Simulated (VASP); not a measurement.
# CdS (F-43m) in VASP: phonons with r2SCAN

Aim: the phonons of CdS with r2SCAN.

All numbers are computed with VASP 6.6.1; they aren't measurements. Logs are shortened: lines on timing, memory, paths and dates and some standing lists are left out, and cuts for length are marked.

## Step 1: Starting point

The structure is cubic, space group F-43m (No. 216). The conventional cell has a = 5.833 Å, b = 5.833 Å, c = 5.833 Å, α = 90.00°, β = 90.00°, γ = 90.00°. Cd (site symmetry -43m) has 4 S at 2.53 Å as nearest neighbours. S (site symmetry -43m) is surrounded by 4 Cd at 2.53 Å.

## Step 2: Phonons, r2SCAN

The input, POSCAR:

```
CdS
1.0
    0.0000000000      2.9165000000      2.9165000000
    2.9165000000      0.0000000000      2.9165000000
    2.9165000000      2.9165000000      0.0000000000
Cd S
1 1
Direct
    0.0000000000      0.0000000000      0.0000000000
    0.2500000000      0.2500000000      0.2500000000
```

The input, INCAR.step1:

```
SYSTEM = CdS
PREC = Accurate ; ENCUT = 600
EDIFF = 1E-8 ; ISMEAR = 0
SIGMA = 0.02 ; LREAL = .FALSE.
LASPH = .TRUE. ; NELM = 60
ALGO = Normal ; ISIF = 3
LWAVE = .FALSE. ; LCHARG = .FALSE.
METAGGA = R2SCAN ; LMIXTAU = .TRUE.
IBRION = 2 ; NSW = 40
EDIFFG = -0.002
```

The input, INCAR.step2:

```
SYSTEM = CdS
PREC = Accurate ; ENCUT = 600
EDIFF = 1E-8 ; ISMEAR = 0
SIGMA = 0.02 ; LREAL = .FALSE.
LASPH = .TRUE. ; NELM = 60
ALGO = Normal ; ISIF = 2
LWAVE = .FALSE. ; LCHARG = .FALSE.
METAGGA = R2SCAN ; LMIXTAU = .TRUE.
IBRION = 6 ; NFREE = 2
POTIM = 0.015 ; NSW = 1
```

The input, KPOINTS:

```
Automatic mesh
0
G
  8 8 8
  0 0 0
```

Potentials or basis: VASP PAW PBE potentials, release 64 (Cd, S).

On the command line:

```console
> cat potpaw_PBE.64/Cd/POTCAR potpaw_PBE.64/S/POTCAR > POTCAR
> cp INCAR.step1 INCAR
> mpirun -np 1 vasp_std > vasp.out
> cp CONTCAR POSCAR
> cp INCAR.step2 INCAR
> mpirun -np 1 vasp_std > vasp.out
```

OUTCAR:

```text
SYSTEM = CdS
   PREC = Accurate
   ENCUT = 600
   EDIFF = 1E-8
   ISMEAR = 0
   LREAL = .FALSE.
   LASPH = .TRUE.
   NELM = 60
   ISIF = 2
   METAGGA = R2SCAN
   IBRION = 6
   NFREE = 2
   POTIM = 0.015
   NSW = 1

 ion  position               nearest neighbor table
   1  0.000  0.000  0.000-   2 2.55   2 2.55   2 2.55   2 2.55
   2  0.250  0.250  0.250-   1 2.55   1 2.55   1 2.55   1 2.55

  LATTYP: Found a face centered cubic cell.
 ALAT       =     5.8862486698

  Lattice vectors:

 A1 = (   0.0000000000,   2.9431243349,   2.9431243349)
 A2 = (   2.9431243349,   0.0000000000,   2.9431243349)
 A3 = (   2.9431243349,   2.9431243349,   0.0000000000)

Analysis of symmetry for initial positions (statically):
=====================================================================
 Subroutine PRICEL returns:
 Original cell was already a primitive cell.

 Routine SETGRP: Setting up the symmetry group for a
 face centered cubic supercell.

 Subroutine GETGRP returns: Found 24 space group operations
 (whereof 24 operations were pure point group operations)
 out of a pool of 48 trial point group operations.

The static configuration has the point symmetry T_d .

Analysis of symmetry for dynamics (positions and initial velocities):
=====================================================================
 Subroutine PRICEL returns:
 Original cell was already a primitive cell.

 Routine SETGRP: Setting up the symmetry group for a
 face centered cubic supercell.

 Subroutine GETGRP returns: Found 24 space group operations
 (whereof 24 operations were pure point group operations)
 out of a pool of 48 trial point group operations.

The dynamic configuration has the point symmetry T_d .

 Subroutine INISYM returns: Found 24 space group operations
 (whereof 24 operations are pure point group operations),
 and found     1 'primitive' translations

----------------------------------------------------------------------------------------

                                     Primitive cell

  volume of cell :      50.9866

  direct lattice vectors                    reciprocal lattice vectors
     0.000000000  2.943124335  2.943124335    -0.169887488  0.169887488  0.169887488
     2.943124335  0.000000000  2.943124335     0.169887488 -0.169887488  0.169887488
     2.943124335  2.943124335  0.000000000     0.169887488  0.169887488 -0.169887488

  length of vectors
     4.162206350  4.162206350  4.162206350     0.294253761  0.294253761  0.294253761

  position of ions in fractional coordinates (direct lattice)
     0.000000000  0.000000000  0.000000000
     0.250000000  0.250000000  0.250000000

  ion indices of the primitive-cell ions
   primitive index   ion index
                 1           1
                 2           2

----------------------------------------------------------------------------------------

 KPOINTS: Automatic mesh

Automatic generation of k-mesh.
 Grid dimensions read from file:
 generate k-points for:    8    8    8

 Generating k-lattice:

  Cartesian coordinates                     Fractional coordinates (reciprocal lattice)
    -0.021235936  0.021235936  0.021235936     0.125000000  0.000000000  0.000000000
     0.021235936 -0.021235936  0.021235936     0.000000000  0.125000000  0.000000000
     0.021235936  0.021235936 -0.021235936     0.000000000  0.000000000  0.125000000

  Length of vectors
     0.036781720  0.036781720  0.036781720

  Shift w.r.t. Gamma in fractional coordinates (k-lattice)
     0.000000000  0.000000000  0.000000000

 Subroutine IBZKPT returns following result:
 ===========================================

 Found     29 irreducible k-points:

 Following reciprocal coordinates:
            Coordinates               Weight
  0.000000  0.000000  0.000000      1.000000
  0.125000  0.000000  0.000000      8.000000
  0.250000  0.000000  0.000000      8.000000
  0.375000  0.000000  0.000000      8.000000
  0.500000  0.000000  0.000000      4.000000
  0.125000  0.125000  0.000000      6.000000
[... 16 lines left out ...]
  0.500000  0.250000  0.125000     48.000000
 -0.375000  0.250000  0.125000     24.000000
 [... further k-points ...]
   k-points           NKPTS =     29   k-points in BZ     NKDIM =     29   number of bands    NBANDS=     13
   number of dos      NEDOS =    301   number of ions     NIONS =      2
   total plane-waves  NPLWV =  46656
   dimension x,y,z NGX =    36 NGY =   36 NGZ =   36
   dimension x,y,z NGXF=    72 NGYF=   72 NGZF=   72
   ions per type =               1   1
   NGX,Y,Z   is equivalent  to a cutoff of  14.38, 14.38, 14.38 a.u.
   NGXF,Y,Z  is equivalent  to a cutoff of  28.76, 28.76, 28.76 a.u.
 SYSTEM =  CdS
   PREC   = accura    normal or accurate (medium, high low for compatibility)
   ISTART =      0    job   : 0-new  1-cont  2-samecut
   ICHARG =      2    charge: 1-file 2-atom 10-const
   ISPIN  =      1    spin polarized calculation?
   LNONCOLLINEAR =      F non collinear calculations
   LSORBIT =      F    spin-orbit coupling
   LASPH  =      T    aspherical Exc in radial PAW
   ENCUT  =  600.0 eV  44.10 Ry    6.64 a.u.   8.31  8.31  8.31*2*pi/ulx,y,z
   NELM   =     60;   NELMIN=  2; NELMDL=  0     # of ELM steps
   EDIFF  = 0.1E-07   stopping-criterion for ELM
   LREAL  =      F    real-space projection
   EDIFFG = 0.1E-06   stopping-criterion for IOM
   NSW    =     61    number of steps for IOM
   IBRION =      6    ionic relax: 0-MD 1-quasi-New 2-CG
   NFREE  =      2    steps in history (QN), initial steepest desc. (CG)
   ISIF   =      2    stress and relaxation
   ISYM   =      2    0-nonsym 1-usesym 2-fastsym
   POTIM  = 0.0150    time-step for ionic-motion
   TEBEG  =    0.0;   TEEND  =   0.0 temperature during run
   PSTRESS=    0.0 pullay stress
   NELECT =      18.0000    total number of electrons
   NUPDOWN=      -1.0000    fix difference up-down
   EMIN   =  10.00;   EMAX   =-10.00  energy-range for DOS
   EFERMI =   0.00;   METHOD = LEGACY
   ISMEAR =     0;   SIGMA  =   0.02  broadening in eV -4-tet -1-fermi 0-gaus
   EFERMI_NEDOS =   21; number of points for ismear=-14 and -15
   IALGO  =     38    algorithm
   IMIX   =      4    mixing-type and parameters
     AMIX     =   0.40;   BMIX     =  1.00
     AMIX_MAG =   1.60;   BMIX_MAG =  1.00
  volume/ion in A,a.u.               =      25.49       172.04
  Fermi-wavevector in a.u.,A,eV,Ry     =   1.157036  2.186482 18.214574  1.338733
  Thomas-Fermi vector in A             =   2.293651
   LORBIT       =      0    0 simple, 1 ext, 2 COOP (PROOUT), +10 PAW based schemes
   METAGGA = R2SCAN    functional components
   LHFCALC =     F    Hartree Fock is set to
   AEXX    =    0.0000 exact exchange contribution
   IVDW    =     0    specifies the selected vdW correction
   LEPSILON=     F    determine dielectric tensor
   LRPA    =     F    only Hartree local field effects (RPA)
 finite differences with symmetry
 non-spin polarized calculation
 Gauss-broadening in eV      SIGMA  =   0.02
  energy-cutoff  :      600.00
  volume of cell :       50.99
 maximum number of plane-waves:      1727
 NGX is ok and might be reduce to    36
   NGX = 17   NGY = 17   NGZ = 17

--------------------------------------- Ionic step        1  -------------------------------------------

 number of electron      17.9999999 magnetization

 Free energy of the ion-electron system (eV)
  ---------------------------------------------------
  ext. energy  EPLUGINS =         0.00000000
  ---------------------------------------------------
  free energy    TOTEN  =       -29.68637525 eV

  energy without entropy =      -29.68637525  energy(sigma->0) =      -29.68637525

------------------------ aborting loop because EDIFF is reached ----------------------------------------

  FORCE on cell =-STRESS in cart. coord.  units (eV):
  Direction    XX          YY          ZZ          XY          YZ          ZX
  --------------------------------------------------------------------------------------
  -------------------------------------------------------------------------------------
  Total        0.0013853      0.0013853      0.0013853      0.0000000      0.0000000      0.0000000
  in kB        0.0435298      0.0435298      0.0435298      0.0000000      0.0000000      0.0000000
  external PRESSURE =       0.0435298 kB  Pullay stress =       0.0000000 kB
[... 129 lines left out ...]
  energy  without entropy=      -29.6858360923  energy(sigma->0) =      -29.68583609

--------------------------------------- Ionic step        5  -------------------------------------------

 number of electron      17.9999999 magnetization

 Free energy of the ion-electron system (eV)
  ---------------------------------------------------
  ext. energy  EPLUGINS =         0.00000000
  ---------------------------------------------------
  free energy    TOTEN  =       -29.68583597 eV

  energy without entropy =      -29.68583597  energy(sigma->0) =      -29.68583597

 E-fermi :   0.9618     XC(G=0):  -9.5994

 val. band max:        0.8234280782   @ k =   0.0000   0.0000   0.0000
 cond. band min:       2.3482279821   @ k =   0.0000   0.0000   0.0000
 fundamental gap:      1.5247999039
 Fermi energy:         0.9617786404

 k-point     1 :       0.0000    0.0000    0.0000
  band No.  band energies     occupation
      1     -11.8882      2.00000
      2      -7.0644      2.00000
      3      -7.0543      2.00000
      4      -7.0444      2.00000
      5      -6.5796      2.00000
      6      -6.5796      2.00000
      7       0.8142      2.00000
      8       0.8193      2.00000
      9       0.8234      2.00000
     10       2.3482      0.00000
     11       7.8948      0.00000
     12       7.8987      0.00000
     13       7.9035      0.00000
[... 353 lines left out ...]
 k-point    24 :      -0.3750    0.2500    0.1250
  band No.  band energies     occupation
      1     -11.4218      2.00000
      2      -6.8861      2.00000
      3      -6.8494      2.00000
      4      -6.6035      2.00000
      5      -6.5544      2.00000
      6      -6.1103      2.00000
      7      -3.2034      2.00000
      8      -1.0669      2.00000
      9      -0.3596      2.00000
     10       5.6151      0.00000
     11       6.9934      0.00000
     12       8.5072      0.00000
     13       9.6399      0.00000

 [... further k-points ...]

------------------------ aborting loop because EDIFF is reached ----------------------------------------

  FORCE on cell =-STRESS in cart. coord.  units (eV):
  Direction    XX          YY          ZZ          XY          YZ          ZX
  --------------------------------------------------------------------------------------
  -------------------------------------------------------------------------------------
  Total        0.0016675      0.0037557      0.0037557      0.0000000      0.0945874      0.0000000
  in kB        0.0523993      0.1180177      0.1180177      0.0000000      2.9722685      0.0000000
  external PRESSURE =       0.0961449 kB  Pullay stress =       0.0000000 kB
[... 17 lines left out ...]
  FREE ENERGIE OF THE ION-ELECTRON SYSTEM (eV)
  ---------------------------------------------------
  free  energy   TOTEN  =       -29.6858359708 eV

  energy  without entropy=      -29.6858359708  energy(sigma->0) =      -29.68583597

 INTERNAL STRAIN TENSORS FROM DISPLACED ATOMS
 ============================================

 INTERNAL STRAIN TENSOR FOR ION    1 for displacements in x,y,z  (eV/Angst):
          X           Y           Z          XY          YZ          ZX
  --------------------------------------------------------------------------------
  x     0.00000     0.00000     0.00000     0.00000     6.29768     0.00000
  y     0.00000    -0.00000     0.00000     0.00000     0.00000     6.29768
  z     0.00000     0.00000     0.00000     6.29768     0.00000     0.00000

 INTERNAL STRAIN TENSOR FOR ION    2 for displacements in x,y,z  (eV/Angst):
          X           Y           Z          XY          YZ          ZX
  --------------------------------------------------------------------------------
  x     0.00000     0.00000     0.00000     0.00000    -6.30467     0.00000
  y    -0.00000    -0.00000    -0.00000     0.00000     0.00000    -6.30467
  z     0.00000     0.00000     0.00000    -6.30467     0.00000     0.00000

 Eigenvectors and eigenvalues of the dynamical matrix
 ----------------------------------------------------

   1 f  =    6.854958 THz    43.070970 2PiTHz  228.656780 cm-1    28.349815 meV
             X         Y         Z           dx          dy          dz
      0.000000  0.000000  0.000000    -0.470342    0.000000    0.000000
      1.471562  1.471562  1.471562     0.882484    0.000000    0.000000

   2 f  =    6.854958 THz    43.070970 2PiTHz  228.656780 cm-1    28.349815 meV
             X         Y         Z           dx          dy          dz
      0.000000  0.000000  0.000000     0.000000    0.470342    0.000000
      1.471562  1.471562  1.471562     0.000000   -0.882484    0.000000
[... 11 lines left out ...]
   5 f/i=    0.005972 THz     0.037525 2PiTHz    0.199212 cm-1     0.024699 meV
             X         Y         Z           dx          dy          dz
      0.000000  0.000000  0.000000    -0.882484    0.000000    0.000000
      1.471562  1.471562  1.471562    -0.470342    0.000000    0.000000

   6 f/i=    0.005972 THz     0.037525 2PiTHz    0.199212 cm-1     0.024699 meV
             X         Y         Z           dx          dy          dz
      0.000000  0.000000  0.000000     0.000000    0.000000    0.882484
      1.471562  1.471562  1.471562     0.000000    0.000000    0.470342

 ELASTIC MODULI CONTR FROM IONIC RELAXATION (kBar)
 Direction    XX          YY          ZZ          XY          YZ          ZX
 --------------------------------------------------------------------------------
 XX          -0.0000     -0.0000     -0.0000      0.0000      0.0000     -0.0000
 YY          -0.0000     -0.0000     -0.0000      0.0000      0.0000     -0.0000
 ZZ          -0.0000     -0.0000     -0.0000      0.0000      0.0000     -0.0000
 XY           0.0000      0.0000      0.0000   -260.4001      0.0000      0.0000
 YZ           0.0000      0.0000      0.0000      0.0000   -260.4001      0.0000
 ZX          -0.0000     -0.0000     -0.0000      0.0000      0.0000   -260.4001
 --------------------------------------------------------------------------------
```

Run time: 23 min. Hardware: 1 thread of AMD EPYC 9R14 (Zen 4), shared host; peak memory 0.3 GiB.

What came out:

| Quantity | Value |
| --- | --- |
| Relaxed volume | 25.49 Å³/atom |
| Relaxed cell | a = 4.162 Å, b = 4.162 Å, c = 4.162 Å, α = 60.00°, β = 60.00°, γ = 60.00° |
| Space group after relaxing (to 0.05 Å) | F-43m (No. 216) |
| Highest phonon frequency at Γ, LO-TO splitting left out | 229 cm⁻¹ |

Step by step:
```tsv
step	energy change (eV)	largest force (eV/Å)	pressure (GPa)	volume (Å³)
1	0.0000	0.0000	1.76	49.62
2	-0.0060	0.0000	-0.70	51.60
3	-0.0073	0.0000	0.01	50.99
```

Final structure:
```cif
data_structure
_symmetry_space_group_name_H-M 'P 1'
_symmetry_Int_Tables_number 1
_cell_length_a 4.1622
_cell_length_b 4.1622
_cell_length_c 4.1622
_cell_angle_alpha 60.000
_cell_angle_beta 60.000
_cell_angle_gamma 60.000
_cell_volume 50.99
loop_
_atom_site_label
_atom_site_type_symbol
_atom_site_fract_x
_atom_site_fract_y
_atom_site_fract_z
_atom_site_occupancy
Cd1 Cd 0.00000 0.00000 0.00000 1
S1 S 0.25000 0.25000 0.25000 1
```

Phonon frequencies in cm⁻¹ (negative: imaginary):
```csv
q point,frequencies
"(0.000, 0.000, 0.000)",0 0 0 229 229 229
```

Caveat: the PAW data sets were made with another functional, which shifts forces and pressure a little.
